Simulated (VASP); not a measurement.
Here is a VASP 6.6.1 calculation.

Contents of INCAR:

```
SYSTEM = ZnSe
ALGO     = Normal         ! electronic algorithm
EDIFF    = 1E-6           ! SCF threshold, eV
EDIFFG   = -0.01          ! ionic threshold
ENCUT    = 600            ! plane-wave cutoff, eV
IBRION   = 2              ! ionic algorithm
ISIF     = 3              ! what is computed and relaxed
ISMEAR   = -1             ! smearing method
LASPH    = .True.         ! aspherical terms in the spheres
LCHARG   = .False.        ! write CHGCAR
LREAL    = .False.        ! projectors in reciprocal space
LWAVE    = .False.        ! write WAVECAR
NELM     = 80             ! most SCF steps
NSW      = 40             ! ionic steps
PREC     = Accurate       ! precision mode
PSTRESS  = 300          
SIGMA    = 0.05           ! smearing width, eV
```

The input KPOINTS:

```
k-points
0
Gamma
  5 5 4
  0 0 0
```

POSCAR

```
ZnSe
1.0
    4.1077020000      0.0000000000      0.0000000000
    0.0000000000      4.1077020000      0.0000000000
    0.0000000000      0.0000000000      6.0703500000
Se Zn
2 2
Direct
    0.5000000000      0.0000000000      0.7537200000
    0.0000000000      0.5000000000      0.2462800000
    0.5000000000      0.5000000000      0.0000000000
    0.0000000000      0.0000000000      0.0000000000
```

Potentials or basis: VASP PAW LDA potentials, release 64 (Se, Zn).

Run with:

```sh
$ cat potpaw_LDA.64/Se/POTCAR potpaw_LDA.64/Zn/POTCAR > POTCAR
$ mpirun -np 1 vasp_std > vasp.out
```

Estimate the relaxed cell.

a = 3.936 Å, b = 3.936 Å, c = 3.779 Å, α = 90.00°, β = 90.00°, γ = 90.00°.

What does it give for the band gap on the k mesh?

None (metal or under the smearing width).

Predict the relaxed volume.

14.64 Å³/atom.

What does it give for the space group after relaxing (to 0.05 Å)?

P4/nmm (No. 129).

Final structure:
```
Se Zn
1.0
     3.93600    0.00000    0.00000
     0.00000    3.93600    0.00000
     0.00000    0.00000    3.77909
Se Zn
2 2
Direct
  0.50000 0.00000 0.65040
  0.00000 0.50000 0.34960
  0.50000 0.50000 0.00000
  0.00000 0.00000 0.00000
```

Caveat: the cell is relaxed towards a set pressure, so the enthalpy falls and the energy may rise; the volume moved by over 15 % at a fixed basis, so the end points are rough.
